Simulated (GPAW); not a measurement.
The system is Zr.

```
Zr
1.0
     3.23200    0.00000    0.00000
    -1.61600    2.79899    0.00000
     0.00000    0.00000    5.14700
Zr
2
Direct
  0.66667 0.33333 0.75000
  0.33333 0.66667 0.25000
```

- Program: GPAW 26.7.0
- Task: single point
- Functional: PBE
- Potentials or basis: GPAW PAW data sets (gpaw-data 1.2.1)
- Cutoff: 600 eV
- Basis: pw
- k mesh: 9 × 9 × 5
- Occupations: fermi-dirac, width 0.05 eV
- Spin: no spin polarisation

On this cell: pressure 0.1 GPa; largest force under 0.003 eV/Å; band gap on the k mesh none (metal or under the smearing width).

The same run follows on a disturbed copy (atoms moved at random, drawn with an rms of 0.05 Å):

```xyz
2
Lattice="3.2320 0.0000 0.0000 -1.6160 2.7990 0.0000 0.0000 0.0000 5.1470" Properties=species:S:1:pos:R:3 pbc="T T T"
Zr    1.5928    0.9479    3.8560
Zr    0.0189    1.9105    1.2588
```

**Question.** What changes?

**Answer.** The energy (extrapolated to zero smearing) moves by +1.1 meV/atom; pressure 0.2 GPa; largest force 0.105 eV/Å; band gap on the k mesh none (metal or under the smearing width).

Forces on the atoms (eV/Å):
```
Zr   0.039  0.027 -0.093
Zr  -0.039 -0.027  0.093
```

Stress tensor (GPa, compression positive):
```
-0.33 -0.29 -0.01
-0.29  0.09 -0.01
-0.01 -0.01  0.70
```
